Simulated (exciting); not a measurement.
# HfC: equation of state with PBEsol

Crystal: HfC.

```
CELL_PARAMETERS angstrom
0.00000 2.32500 2.32500
2.32500 0.00000 2.32500
2.32500 2.32500 0.00000
ATOMIC_POSITIONS crystal
Hf 0.50000 0.50000 0.50000
C 0.00000 0.00000 0.00000
```

```yaml
Program: exciting (release sodium)
Task: equation of state
Functional: PBEsol
Potentials_or_basis: all-electron LAPW+lo, shipped species files, valence relativity iora*
rgkmax: 7.5
k_mesh: 10 × 10 × 10
Occupations: fermi-dirac, width 0.05 eV
Spin: no spin polarisation
gmaxvr_cutoff_of_density_and_potential: 14 1/bohr
lmaxapw_and_lmaxmat: 10
lmaxvr: 8
nempty: 14
Valence_relativity: iora*
Muffin-tin_radii: Hf 2.3, C 1.45 bohr
```

The equilibrium volume is 12.23 Å³/atom, the bulk modulus is 248 GPa and the pressure derivative of the bulk modulus is 3.9.

Energy against volume, from the lowest point:
```csv
volume (Å³/atom),energy (meV/atom)
11.814,11.30
12.065,1.36
12.317,0.00
12.568,6.39
12.819,19.66
13.071,39.35
13.322,64.73
```

The run has no spin-orbit coupling, so splittings on Hf are missing.
